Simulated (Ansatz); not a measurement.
The system is FeO.

```
CELL_PARAMETERS angstrom
-1.60210 1.60210 2.08339
1.60210 -1.60210 2.08339
1.60210 1.60210 -2.08339
ATOMIC_POSITIONS crystal
Fe 0.00000 0.00000 0.00000
O 0.50000 0.50000 0.00000
```

The cell comes from a database or a generator and needn't be the stable form of this composition.

Base run:

| Quantity | Value |
| --- | --- |
| Program | Ansatz 0.2.0 |
| Functional | PBEsol |
| Potentials or basis | all-electron LAPW, inner shells corrected to Dirac's equation |
| Cutoff | 376 eV |
| Density cutoff | 1503 eV |
| Basis error allowed | 0.001 eV/atom |
| k mesh | 12 × 12 × 12 |
| Occupations | fermi-dirac, width 0.05 eV |
| Spin | collinear spin, ferromagnetic start |
| Starting moments | [3.0, 0.0] μB |

Its results: pressure -16.2 GPa; net moment 4.00 μB per cell; site moments Fe +3.59; O +0.31 μB.

Problem. After a change of settings the same cell gave: pressure -22.5 GPa; net moment 4.00 μB per cell; site moments Fe +3.56; O +0.33 μB. Which change was it?
A. potentials or basis from all-electron LAPW, inner shells corrected to Dirac's equation to all-electron PAW datasets made for the crystal
B. potentials or basis from all-electron LAPW, inner shells corrected to Dirac's equation to all-electron LAPW, non-relativistic
C. functional from PBEsol to LDA; potentials or basis from all-electron LAPW, inner shells corrected to Dirac's equation to all-electron LAPW, scalar-relativistic
D. potentials or basis from all-electron LAPW, inner shells corrected to Dirac's equation to all-electron LAPW, scalar-relativistic

Solution. C.

Caveats: a cell with one magnetic atom can't hold antiferromagnetic order, which such compounds often take.

Not every run made on this cell is shown here.
